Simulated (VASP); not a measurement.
# Br (R-3m) in VASP: further runs

Runs on Br. Level: r2SCAN. Tasks: single point.

Program: VASP 6.6.1. These are calculated values, not measurements. Logs are shortened: lines on timing, memory, paths and dates and some standing lists are left out, and cuts for length are marked.

### 1 Starting point

It takes space group R-3m (No. 166, trigonal). Conventional cell: a = 8.183 Å, b = 8.183 Å, c = 20.932 Å, α = 90.00°, β = 90.00°, γ = 120.00°. Br (site symmetry m) has 6 Br at 2.78 to 3.01 Å as nearest neighbours. Br (site symmetry m) is surrounded by 7 Br at 2.97 to 3.35 Å.

The cell was built by a generator and needn't be a form met in nature.

### 2 Single point, r2SCAN

File POSCAR:

```
Br
1.0
    4.0912552071      2.3620872951      6.9772354751
   -4.0912552071      2.3620872951      6.9772354751
    0.0000000000     -4.7241745901      6.9772354751
Br
12
Direct
    0.0101900000      0.6536100000      0.0101900000
    0.0101900000      0.0101900000      0.6536100000
    0.6536100000      0.0101900000      0.0101900000
    0.9898100000      0.3463900000      0.9898100000
    0.3463900000      0.9898100000      0.9898100000
    0.9898100000      0.9898100000      0.3463900000
    0.2211800000      0.6306000000      0.2211800000
    0.2211800000      0.2211800000      0.6306000000
    0.6306000000      0.2211800000      0.2211800000
    0.7788200000      0.3694000000      0.7788200000
    0.3694000000      0.7788200000      0.7788200000
    0.7788200000      0.7788200000      0.3694000000
```

File INCAR.step1:

```
SYSTEM = Br
PREC = Accurate ; ENCUT = 520
ISMEAR = 0 ; SIGMA = 0.1
LREAL = .FALSE. ; LASPH = .TRUE.
NELM = 100 ; NBANDS = 54
GGA = PE ; ALGO = Normal
EDIFF = 1E-4 ; LWAVE = .TRUE.
LCHARG = .FALSE.
```

File INCAR.step2:

```
SYSTEM = Br
PREC = Accurate ; ENCUT = 520
EDIFF = 1E-7 ; ISMEAR = 0
SIGMA = 0.1 ; LREAL = .FALSE.
LASPH = .TRUE. ; NELM = 100
ALGO = Normal ; ISIF = 2
LWAVE = .FALSE. ; LCHARG = .TRUE.
METAGGA = R2SCAN ; LMIXTAU = .TRUE.
LELF = .TRUE. ; LVHAR = .TRUE.
NBANDS = 54 ; ISTART = 1
```

File KPOINTS:

```
Automatic mesh
0
G
  3 3 3
  0 0 0
```

Potentials or basis: VASP PAW PBE potentials, release 64 (Br).

Launch:

```console
> cat potpaw_PBE.64/Br/POTCAR > POTCAR
> cp INCAR.step1 INCAR
> mpirun -np 1 vasp_std > vasp.out
> cp INCAR.step2 INCAR
> mpirun -np 1 vasp_std > vasp.out
```

OUTCAR:

```text
SYSTEM = Br
   PREC = Accurate
   ENCUT = 520
   EDIFF = 1E-7
   ISMEAR = 0
   LREAL = .FALSE.
   LASPH = .TRUE.
   NELM = 100
   ISIF = 2
   METAGGA = R2SCAN
   ISTART = 1

 ion  position               nearest neighbor table
   1  0.010  0.654  0.010-   4 2.78
   2  0.010  0.010  0.654-   6 2.78
   3  0.654  0.010  0.010-   5 2.78
   4  0.990  0.346  0.990-   1 2.78
   5  0.346  0.990  0.990-   3 2.78
   6  0.990  0.990  0.346-   2 2.78
   7  0.221  0.631  0.221-
   8  0.221  0.221  0.631-
   9  0.631  0.221  0.221-
  10  0.779  0.369  0.779-
  11  0.369  0.779  0.779-
  12  0.779  0.779  0.369-

  LATTYP: Found a trigonal (rhomboedric) cell.
 ALAT       =     8.4261284368
 COS(alpha) =     0.5284942553

  Lattice vectors:

 A1 = (   4.0912552071,   2.3620872951,   6.9772354751)
 A2 = (  -4.0912552071,   2.3620872951,   6.9772354751)
 A3 = (   0.0000000000,  -4.7241745901,   6.9772354751)

Analysis of symmetry for initial positions (statically):
=====================================================================
 Subroutine PRICEL returns:
 Original cell was already a primitive cell.

 Routine SETGRP: Setting up the symmetry group for a
 trigonal (rhombohedral) supercell.

 Subroutine GETGRP returns: Found 12 space group operations
 (whereof 12 operations were pure point group operations)
 out of a pool of 12 trial point group operations.

The static configuration has the point symmetry D_3d.

Analysis of symmetry for dynamics (positions and initial velocities):
=====================================================================
 Subroutine PRICEL returns:
 Original cell was already a primitive cell.

 Routine SETGRP: Setting up the symmetry group for a
 trigonal (rhombohedral) supercell.

 Subroutine GETGRP returns: Found 12 space group operations
 (whereof 12 operations were pure point group operations)
 out of a pool of 12 trial point group operations.

The dynamic configuration has the point symmetry D_3d.

 Subroutine INISYM returns: Found 12 space group operations
 (whereof 12 operations are pure point group operations),
 and found     1 'primitive' translations
[... 101 lines left out ...]
   NFREE  =      0    steps in history (QN), initial steepest desc. (CG)
   ISIF   =      2    stress and relaxation
   ISYM   =      2    0-nonsym 1-usesym 2-fastsym
   POTIM  = 0.5000    time-step for ionic-motion
   TEBEG  =    0.0;   TEEND  =   0.0 temperature during run
   PSTRESS=    0.0 pullay stress
   NELECT =      84.0000    total number of electrons
   NUPDOWN=      -1.0000    fix difference up-down
   EMIN   =  10.00;   EMAX   =-10.00  energy-range for DOS
   EFERMI =   0.00;   METHOD = LEGACY
   ISMEAR =     0;   SIGMA  =   0.10  broadening in eV -4-tet -1-fermi 0-gaus
   EFERMI_NEDOS =   21; number of points for ismear=-14 and -15
   IALGO  =     38    algorithm
   IMIX   =      4    mixing-type and parameters
     AMIX     =   0.40;   BMIX     =  1.00
     AMIX_MAG =   1.60;   BMIX_MAG =  1.00
  volume/ion in A,a.u.               =      33.71       227.51
  Fermi-wavevector in a.u.,A,eV,Ry     =   0.969406  1.831911 12.786038  0.939747
  Thomas-Fermi vector in A             =   2.099455
   LORBIT       =      0    0 simple, 1 ext, 2 COOP (PROOUT), +10 PAW based schemes
   METAGGA = R2SCAN    functional components
   LHFCALC =     F    Hartree Fock is set to
   AEXX    =    0.0000 exact exchange contribution
   IVDW    =     0    specifies the selected vdW correction
   LEPSILON=     F    determine dielectric tensor
   LRPA    =     F    only Hartree local field effects (RPA)
 non-spin polarized calculation
 Gauss-broadening in eV      SIGMA  =   0.10
  energy-cutoff  :      520.00
  volume of cell :      404.56
 maximum number of plane-waves:     10915
 NGX is ok and might be reduce to    64
   NGX = 31   NGY = 31   NGZ = 31

 number of electron      83.9999997 magnetization

 Free energy of the ion-electron system (eV)
  ---------------------------------------------------
  ext. energy  EPLUGINS =         0.00000000
  ---------------------------------------------------
  free energy    TOTEN  =      -149.53641275 eV

  energy without entropy =     -149.46790984  energy(sigma->0) =     -149.50216129

 E-fermi :  -0.0390     XC(G=0):  -8.1433

 val. band max:       -0.1308852519   @ k =   0.3333   0.3333   0.0000
 cond. band min:      -0.0258546500   @ k =  -0.3333   0.3333   0.3333
 fundamental gap:      0.1050306019
 Fermi energy:        -0.0389504657

 k-point     1 :       0.0000    0.0000    0.0000
  band No.  band energies     occupation
      1     -16.8731      2.00000
      2     -15.7594      2.00000
      3     -15.5430      2.00000
      4     -15.5430      2.00000
      5     -15.4708      2.00000
      6     -15.4708      2.00000
[... 331 lines left out ...]
     53       7.5156      0.00000
     54       7.6986      0.00000

------------------------ aborting loop because EDIFF is reached ----------------------------------------

  FORCE on cell =-STRESS in cart. coord.  units (eV):
  Direction    XX          YY          ZZ          XY          YZ          ZX
  --------------------------------------------------------------------------------------
  -------------------------------------------------------------------------------------
  Total       10.8450266     10.8450266      6.8999347      0.0000000      0.0000000      0.0000000
  in kB       42.9490991     42.9490991     27.3255189      0.0000000      0.0000000      0.0000000
  external PRESSURE =      37.7412390 kB  Pullay stress =       0.0000000 kB

 VOLUME and BASIS-vectors are now :
 -----------------------------------------------------------------------------
  energy-cutoff  :      520.00
  volume of cell :      404.56
      direct lattice vectors                 reciprocal lattice vectors
     4.091255207  2.362087295  6.977235475     0.122211882  0.070559063  0.047774414
    -4.091255207  2.362087295  6.977235475    -0.122211882  0.070559063  0.047774414
     0.000000000 -4.724174590  6.977235475     0.000000000 -0.141118126  0.047774414

 POSITION                                       TOTAL-FORCE (eV/Angst)
 -----------------------------------------------------------------------------------
     -2.63240      1.51981      4.70259         1.242796     -0.717529     -1.321976
      0.00000     -3.03963      4.70259         0.000000      1.435057     -1.321976
      2.63240      1.51981      4.70259        -1.242796     -0.717529     -1.321976
      2.63240     -1.51981     16.22912        -1.242796      0.717529      1.321976
     -2.63240     -1.51981     16.22912         1.242796      0.717529      1.321976
      0.00000      3.03963     16.22912         0.000000     -1.435057      1.321976
     -1.67504      0.96709      7.48629         0.954670     -0.551179      0.025049
      0.00000     -1.93417      7.48629         0.000000      1.102358      0.025049
      1.67504      0.96709      7.48629        -0.954670     -0.551179      0.025049
      1.67504     -0.96709     13.44541        -0.954670      0.551179     -0.025049
     -1.67504     -0.96709     13.44541         0.954670      0.551179     -0.025049
      0.00000      1.93417     13.44541         0.000000     -1.102358     -0.025049
 -----------------------------------------------------------------------------------
    total drift:                                0.000000      0.000000     -0.000000

  FREE ENERGIE OF THE ION-ELECTRON SYSTEM (eV)
  ---------------------------------------------------
  free  energy   TOTEN  =      -149.5364127495 eV

  energy  without entropy=     -149.4679098384  energy(sigma->0) =     -149.50216129
```

OUTCAR.step1:

```text
SYSTEM = Br
   PREC = Accurate
   ENCUT = 520
   ISMEAR = 0
   LREAL = .FALSE.
   LASPH = .TRUE.
   NELM = 100
[... 583 lines left out ...]
      1.67504     -0.96709     13.44541        -0.924928      0.534008     -0.036686
     -1.67504     -0.96709     13.44541         0.924928      0.534008     -0.036686
      0.00000      1.93417     13.44541         0.000000     -1.068015     -0.036686
 -----------------------------------------------------------------------------------
    total drift:                                0.000000      0.000000     -0.000000

  FREE ENERGIE OF THE ION-ELECTRON SYSTEM (eV)
  ---------------------------------------------------
  free  energy   TOTEN  =       -11.3679102450 eV

  energy  without entropy=      -11.2977899813  energy(sigma->0) =      -11.33285011
```

Run time: 15 min. Hardware: 1 thread of Intel Xeon Platinum 8488C (Sapphire Rapids), shared host; peak memory 0.65 GiB.

Results:

```yaml
Free_energy: -149.5364 eV
Pressure: 3.8 GPa
Largest_force: 1.951 eV/Å
Band_gap_on_the_k_mesh: none (metal or under the smearing width)
```

Forces in eV/Å, atoms in the order of the input:
```
Br   1.243 -0.718 -1.322
Br   0.000  1.435 -1.322
Br  -1.243 -0.718 -1.322
Br  -1.243  0.718  1.322
Br   1.243  0.718  1.322
Br   0.000 -1.435  1.322
Br   0.955 -0.551  0.025
Br   0.000  1.102  0.025
Br  -0.955 -0.551  0.025
Br  -0.955  0.551 -0.025
Br   0.955  0.551 -0.025
Br   0.000 -1.102 -0.025
```

Levels at points of the mesh, in eV from the Fermi level:
```
           k point  band 40  band 41  band 42  band 43  band 44  band 45
(0.00, 0.00, 0.00)    -0.66    -0.63    -0.27    -0.27     0.61     0.61
```

Caveat: the PAW data sets were made with another functional, which shifts forces and pressure a little.

### 3 Single point, r2SCAN

This run uses another cell than the first one, of 39.50 Å³/atom, 1.171 times its volume.

File POSCAR:

```
Br
1.0
    3.9654042807      2.2894272290      8.7008128350
   -3.9654042807      2.2894272290      8.7008128350
    0.0000000000     -4.5788544578      8.7008128350
Br
12
Direct
    0.0507090703      0.5312679494      0.0507090703
    0.0507090703      0.0507090703      0.5312679494
    0.5312679494      0.0507090703      0.0507090703
    0.9492909297      0.4687320506      0.9492909297
    0.4687320506      0.9492909297      0.9492909297
    0.9492909297      0.9492909297      0.4687320506
    0.2078497815      0.5787741888      0.2078497815
    0.2078497815      0.2078497815      0.5787741888
    0.5787741888      0.2078497815      0.2078497815
    0.7921502185      0.4212258112      0.7921502185
    0.4212258112      0.7921502185      0.7921502185
    0.7921502185      0.7921502185      0.4212258112
```

File INCAR.step1:

```
PREC     = Accurate       # precision mode
ENCUT    = 520            # plane-wave cutoff, eV
ISMEAR   = 0              # smearing method
SIGMA    = 0.1            # smearing width, eV
LREAL    = F              # projectors in reciprocal space
LASPH    = T              # aspherical terms in the spheres
NELM     = 100            # most SCF steps
NBANDS   = 54             # bands
GGA      = PE             # functional
ALGO     = Normal         # electronic algorithm
EDIFF    = 1E-4           # SCF threshold, eV
LWAVE    = T              # write WAVECAR
LCHARG   = F              # write CHGCAR
```

File INCAR.step2:

```
PREC     = Accurate       # precision mode
ENCUT    = 520            # plane-wave cutoff, eV
EDIFF    = 1E-6           # SCF threshold, eV
ISMEAR   = 0              # smearing method
SIGMA    = 0.1            # smearing width, eV
LREAL    = F              # projectors in reciprocal space
LASPH    = T              # aspherical terms in the spheres
NELM     = 100            # most SCF steps
ALGO     = Normal         # electronic algorithm
ISIF     = 2              # what is computed and relaxed
LWAVE    = F              # write WAVECAR
LCHARG   = T              # write CHGCAR
METAGGA  = R2SCAN         # meta-GGA
LMIXTAU  = T            
LELF     = T              # ELF
LVHAR    = T            
NBANDS   = 54             # bands
ISTART   = 1
```

File KPOINTS:

```
regular mesh
0
Gamma
  3 3 3
```

Potentials or basis: VASP PAW PBE potentials, release 64 (Br).

Launch:

```console
> cat potpaw_PBE.64/Br/POTCAR > POTCAR
> cp INCAR.step1 INCAR
> mpirun -np 1 vasp_std > vasp.out
> cp INCAR.step2 INCAR
> mpirun -np 1 vasp_std > vasp.out
```

OUTCAR:

```text
PREC = Accurate
   ENCUT = 520
   EDIFF = 1E-6
   ISMEAR = 0
   LREAL = F
   LASPH = T
   NELM = 100
   ISIF = 2
   METAGGA = R2SCAN
   ISTART = 1

 ion  position               nearest neighbor table
   1  0.051  0.531  0.051-   4 2.32
   2  0.051  0.051  0.531-   6 2.32
   3  0.531  0.051  0.051-   5 2.32
   4  0.949  0.469  0.949-   1 2.32
   5  0.469  0.949  0.949-   3 2.32
   6  0.949  0.949  0.469-   2 2.32
[... 551 lines left out ...]
  external PRESSURE =      -1.0520030 kB  Pullay stress =       0.0000000 kB

 VOLUME and BASIS-vectors are now :
 -----------------------------------------------------------------------------
  energy-cutoff  :      520.00
  volume of cell :      473.94
      direct lattice vectors                 reciprocal lattice vectors
     3.965404281  2.289427229  8.700812835     0.126090548  0.072798412  0.038310597
    -3.965404281  2.289427229  8.700812835    -0.126090548  0.072798412  0.038310597
     0.000000000 -4.578854458  8.700812835     0.000000000 -0.145596824  0.038310597

 POSITION                                       TOTAL-FORCE (eV/Angst)
 -----------------------------------------------------------------------------------
     -1.90561      1.10020      5.50488         0.000663     -0.000383     -0.001277
      0.00000     -2.20041      5.50488         0.000000      0.000765     -0.001277
      1.90561      1.10020      5.50488        -0.000663     -0.000383     -0.001277
      1.90561     -1.10020     20.59756        -0.000663      0.000383      0.001277
     -1.90561     -1.10020     20.59756         0.000663      0.000383      0.001277
      0.00000      2.20041     20.59756         0.000000     -0.000765      0.001277
     -1.47087      0.84920      8.65273        -0.011803      0.006814     -0.006840
      0.00000     -1.69841      8.65273         0.000000     -0.013628     -0.006840
      1.47087      0.84920      8.65273         0.011803      0.006814     -0.006840
      1.47087     -0.84920     17.44971         0.011803     -0.006814      0.006840
     -1.47087     -0.84920     17.44971        -0.011803     -0.006814      0.006840
      0.00000      1.69841     17.44971         0.000000      0.013628      0.006840
 -----------------------------------------------------------------------------------
    total drift:                                0.000000      0.000000      0.000000

  FREE ENERGIE OF THE ION-ELECTRON SYSTEM (eV)
  ---------------------------------------------------
  free  energy   TOTEN  =      -156.7362886750 eV

  energy  without entropy=     -156.6781148898  energy(sigma->0) =     -156.70720178
```

OSZICAR.step1:

```text
N       E                     dE             d eps       ncg     rms          rms(c)
DAV:   1     0.643001858152E+03    0.64300E+03   -0.33245E+04   648   0.128E+03
DAV:   2     0.539438663376E+02   -0.58906E+03   -0.57406E+03   914   0.223E+02
DAV:   3    -0.176080271314E+02   -0.71552E+02   -0.70862E+02   750   0.882E+01
DAV:   4    -0.188642952770E+02   -0.12563E+01   -0.12542E+01   720   0.139E+01
DAV:   5    -0.188853678125E+02   -0.21073E-01   -0.21066E-01   756   0.173E+00    0.183E+01
DAV:   6    -0.180626093415E+02    0.82276E+00   -0.43361E-01   720   0.323E+00    0.114E+01
DAV:   7    -0.179635998480E+02    0.99009E-01   -0.13466E+00   714   0.355E+00    0.181E+00
DAV:   8    -0.181023002047E+02   -0.13870E+00   -0.93116E-01   772   0.343E+00    0.191E+00
DAV:   9    -0.178765595764E+02    0.22574E+00   -0.98574E-02   762   0.196E+00    0.775E-01
DAV:  10    -0.178743425319E+02    0.22170E-02   -0.13922E-01   770   0.107E+00    0.652E-01
DAV:  11    -0.178667960599E+02    0.75465E-02   -0.43759E-02   744   0.658E-01    0.275E-01
DAV:  12    -0.178651866725E+02    0.16094E-02   -0.26147E-03   708   0.169E-01    0.161E-01
DAV:  13    -0.178660228701E+02   -0.83620E-03   -0.42086E-04   544   0.688E-02    0.173E-01
DAV:  14    -0.178652859227E+02    0.73695E-03   -0.45946E-04   400   0.672E-02    0.883E-02
DAV:  15    -0.178650652757E+02    0.22065E-03   -0.38996E-04   482   0.555E-02    0.383E-02
DAV:  16    -0.178650652294E+02    0.46345E-07   -0.73425E-05   426   0.264E-02
   1 F= -.17865065E+02 E0= -.17834338E+02  d E =-.614544E-01
```

Wall time 16 min (1 thread of Intel Xeon Platinum 8488C (Sapphire Rapids), shared host); peak memory 1.1 GiB.

What came out:

```
Free energy            : -156.7363 eV
Pressure               : -0.1 GPa
Largest force          : 0.015 eV/Å
Band gap on the k mesh : none (metal or under the smearing width)
```

Forces on the atoms (eV/Å):
```
Br   0.001  0.000 -0.001
Br   0.000  0.001 -0.001
Br  -0.001  0.000 -0.001
Br  -0.001  0.000  0.001
Br   0.001  0.000  0.001
Br   0.000 -0.001  0.001
Br  -0.012  0.007 -0.007
Br   0.000 -0.014 -0.007
Br   0.012  0.007 -0.007
Br   0.012 -0.007  0.007
Br  -0.012 -0.007  0.007
Br   0.000  0.014  0.007
```

Levels at points of the mesh, in eV from the Fermi level:
```csv
k point,band 38,band 39,band 40,band 41,band 42,band 43,band 44,band 45,band 46,band 47
"(0.00, 0.00, 0.00)",-0.75,-0.75,-0.24,0.00,0.00,0.44,0.44,1.74,2.25,2.37
```

Caveat: the PAW data sets were made with another functional, which shifts forces and pressure a little.
